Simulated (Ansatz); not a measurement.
The system is Zn.

```
Zn
1.0
    -1.56904    1.56904    1.56904
     1.56904   -1.56904    1.56904
     1.56904    1.56904   -1.56904
Zn
1
Direct
  0.00000 0.00000 0.00000
```

This isn't the form of Zn at room conditions, which is hcp.

```yaml
Program: Ansatz 0.2.0
Task: relaxation of cell and atoms
Functional: BLYP
Potentials_or_basis: Ansatz PAW
Cutoff: "420 eV (not typed: the program's choice for these potentials)"
k_mesh: 12 × 12 × 12
Occupations: fermi-dirac, width 0.05 eV
Spin: no spin polarisation
```

At the start: volume 15.45 Å³/atom.

Task: How do energy, volume and symmetry change on relaxing?

Result: It ends after 7 steps and the volume is 17.41 Å³/atom (+12.7 %); space group Im-3m (No. 229, to 0.05 Å).

Step by step:
```
step  energy change (eV)  largest force (eV/Å)  volume (Å³)
   1              0.0000                0.0000        15.45
   2             -0.0248                0.0000        16.45
   3             -0.0310                0.0000        17.19
   4             -0.0312                0.0000        17.38
   5             -0.0321                0.0000        17.38
   6             -0.0321                0.0000        17.41
   7             -0.0321                0.0000        17.41
```

Final structure:
```cif
data_structure
_symmetry_space_group_name_H-M 'P 1'
_symmetry_Int_Tables_number 1
_cell_length_a 2.8282
_cell_length_b 2.8282
_cell_length_c 2.8282
_cell_angle_alpha 109.471
_cell_angle_beta 109.471
_cell_angle_gamma 109.471
_cell_volume 17.41
loop_
_atom_site_label
_atom_site_type_symbol
_atom_site_fract_x
_atom_site_fract_y
_atom_site_fract_z
_atom_site_occupancy
Zn1 Zn 0.00000 0.00000 0.00000 1
```

Caveat: the plane-wave basis is chosen anew once the cell has moved, so the energies of steps on either side of that aren't comparable; the PAW data sets come from PBE, with cores solved anew for the run's functional, which leaves a small shift of forces and pressure.
